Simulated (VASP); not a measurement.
# NbAs: an input that fails (molecular dynamics with a thermostat)

NbAs, I4_1md (no. 109), 8 atoms in the cell.

INCAR:
```
GGA      = PE             # functional
PREC     = Normal         # precision mode
ENCUT    = 210            # plane-wave cutoff, eV
EDIFF    = 1E-5           # SCF threshold, eV
NELMIN   = 4            
NELM     = 60             # most SCF steps
ALGO     = Fast           # electronic algorithm
LREAL    = Auto         
LASPH    = True           # aspherical terms in the spheres
ISMEAR   = -1             # smearing method
SIGMA    = 0.05           # smearing width, eV
ISYM     = 0            
LWAVE    = False          # write WAVECAR
LCHARG   = False          # write CHGCAR
IBRION   = 0              # ionic algorithm
NSW      = 143            # ionic steps
POTIM    = 3.0            # step
TEBEG    = 300          
TEEND    = 300          
ISIF     = 2              # what is computed and relaxed
RANDOM_SEED= 880318 0 0   
MDALGO   = 3            
LANGEVIN_GAMMA= 2000 2000    
KPAR     = 4             
```

KPOINTS:
```
k-points
0
Monkhorst-Pack
  4 4 1
```

POSCAR:
```
NbAs
1.0
    3.4517000000      0.0000000000      0.0000000000
    0.0000000000      3.4517000000      0.0000000000
    0.0000000000      0.0000000000     11.6800000000
Nb As
4 4
Direct
    0.0000000000      0.5000000000      0.7500000000
    0.5000000000      0.5000000000      0.0000000000
    0.5000000000      0.0000000000      0.2500000000
    0.0000000000      0.0000000000      0.5000000000
    0.0000000000      0.5000000000      0.1660000000
    0.0000000000      0.0000000000      0.9160000000
    0.5000000000      0.0000000000      0.6660000000
    0.5000000000      0.5000000000      0.4160000000
```

Commands:
```
cat potpaw_PBE.64/Nb_pv/POTCAR potpaw_PBE.64/As/POTCAR > POTCAR
mpirun -np 4 vasp_std > vasp.out
```

VASP stops with:
```
Error: convergence problem! ---->  I REFUSE TO CONTINUE WITH THIS SICK JOB ... BYE!!! <----
```

Cause: friction far too strong.
